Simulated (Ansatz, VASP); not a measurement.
## NiO in VASP and in Ansatz

```xyz
2
Lattice="0.0000 2.0859 2.0859 2.0859 0.0000 2.0859 2.0859 2.0859 0.0000" Properties=species:S:1:pos:R:3 pbc="T T T"
Ni    0.0058    0.0399   -0.0357
O     2.0634    2.0840    2.0780
```

Change from the starting cell: atoms moved at random, drawn with an rms of 0.05 Å.

Alike in both runs: task single point; functional PBEsol; k mesh 11 × 11 × 11; occupations fermi-dirac, width 0.05 eV; collinear spin, ferromagnetic start.

|  | VASP | Ansatz |
| --- | --- | --- |
| version | VASP 6.6.1 | Ansatz 0.2.0 |
| potentials or method | VASP PAW PBE potentials, release 64 (Ni, O) | Ansatz PAW |
| plane-wave cutoff (eV) | 520 | 420 |
| valence electrons in the cell | 16 | 24 |

Ansatz gave:

* gap on the k mesh at the Fermi level (eV): none
* pressure (GPa): -6.8
* largest component of the traceless stress (GPa): 0.21
* rms of the force components (eV/Å): 0.100
* net moment per atom (μB): 0.72
* size of the moment on the site where the two differ most (μB): 1.16

What did VASP give for the same quantities?

gap on the k mesh at the Fermi level (eV): none; pressure (GPa): -7.2; largest component of the traceless stress (GPa): 0.20; rms of the force components (eV/Å): 0.109; net moment per atom (μB): 0.68; size of the moment on the site where the two differ most (μB): 1.13.

Site moments also hang on the region over which each program counts them. Atom by atom the forces differ by 0.010 eV/Å (rms over components). A gap of «none» marks a metal or a gap that the smearing closes. The two sets of potentials don't hold the same shells in valence.

Caveats: a cell with one magnetic atom can't hold antiferromagnetic order, which such compounds often take; semilocal functionals often make such compounds metallic where correlation or magnetic order opens a gap, which also shifts bond lengths; the PAW data sets were made with another functional, which shifts forces and pressure a little (VASP); the pressure holds a Pulay correction of +0.7 GPa for the finite cutoff (Ansatz); the PAW data sets come from PBE, with cores solved anew for the run's functional, which leaves a small shift of forces and pressure (Ansatz).
